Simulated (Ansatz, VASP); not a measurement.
KF: VASP beside Ansatz

INCAR

```
SYSTEM = KF
  ALGO = Normal
  EDIFF = 1E-7
  ENCUT = 520
  GGA = PE
  ISIF = 2
  ISMEAR = 0
  LASPH = .TRUE.
  LCHARG = .TRUE.
  LELF = .TRUE.
  LREAL = .FALSE.
  LVHAR = .TRUE.
  LWAVE = .FALSE.
  NBANDS = 15
  NELM = 60
  PREC = Accurate
  SIGMA = 0.02
```

The input KPOINTS:

```
k-points
0
G
  8 8 8
  0 0 0
```

File POSCAR:

```
KF
1.0
    0.0000000000      2.5821999750      2.5821999750
    2.5821999750      0.0000000000      2.5821999750
    2.5821999750      2.5821999750      0.0000000000
K F
1 1
Direct
    0.0000000000      0.0000000000      0.0000000000
    0.5000000000      0.5000000000      0.5000000000
```

Input for Ansatz:

```yaml
crystal:
  lattice:
    - [0.0, 2.582199975, 2.582199975]
    - [2.582199975, 0.0, 2.582199975]
    - [2.582199975, 2.582199975, 0.0]
  atoms:
    - { symbol: K, position: [0.0, 0.0, 0.0] }
    - { symbol: F, position: [0.5, 0.5, 0.5] }
basis:
  ecutwfc: 420
kpoints:
  mp_grid: { grid: [8, 8, 8] }
hamiltonian:
  xc: pbe
scf:
  occupations: { method: gaussian, width: 0.02 }
output:
  forces: true
  stress: true
  eigenvalues: true
  populations: true
```

Alike in both runs: task single point; functional PBE; k mesh 8 × 8 × 8; occupations gaussian, width 0.02 eV; no spin polarisation.

|  | VASP | Ansatz |
| --- | --- | --- |
| version | VASP 6.6.1 | Ansatz 0.2.0 |
| potentials or method | VASP PAW PBE potentials, release 64 (K_sv, F) | scalar-relativistic, plane waves, PAW |
| plane-wave cutoff (eV) | 520 | 420 |
| valence electrons in the cell | 16 | 16 |

|  | VASP | Ansatz | Ansatz less VASP |
| --- | --- | --- | --- |
| gap on the k mesh at the Fermi level (eV) | 6.74 | 6.75 | +0.019 |
| least direct gap on the mesh (eV) | 6.74 | 6.75 | +0.019 |
| pressure (GPa) | 6.1 | 6.0 | -0.16 |

A k mesh can miss the band edges.
